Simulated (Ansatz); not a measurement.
## A computed series for Li2O: pressure series

Take Li2O in the anti-fluorite structure (space group Fm-3m, No. 225) as the base.

```
CELL_PARAMETERS angstrom
      0.00000     2.31307     2.31307
      2.31307     0.00000     2.31307
      2.31307     2.31307     0.00000
ATOMIC_POSITIONS crystal
  O  0.00000 0.00000 0.00000
  Li 0.25000 0.25000 0.25000
  Li 0.75000 0.75000 0.75000
```

Cell and atoms are relaxed at each pressure.

Method: Ansatz (a quantum-chemistry and plane-wave program) PBE, scalar-relativistic without spin-orbit coupling.

| pressure (GPa) | band gap (eV) |
|---|---|
| -2 | 4.93 |
| -1 | ? |
| 0 | 4.98 |
| 1.8 | 5.02 |
| 4.2 | 5.08 |
| 9 | 5.17 |
| 18 | 5.30 |

**Question.** Fit E_g = E₀ + αP + βP² to the rows shown and predict the withheld row.

**Answer.** Least squares on the printed values gives E₀ = 4.98 eV, α = 24.6 meV/GPa, β = -0.38 meV/GPa² (largest residual 0.00 eV); this predicts 4.96 eV, and the run gives 4.96 eV, in agreement.

Load acts through the strain it causes; cell and atoms are relaxed under it. Whether these cells are dynamically stable was not tested. No other phases were tried under pressure.
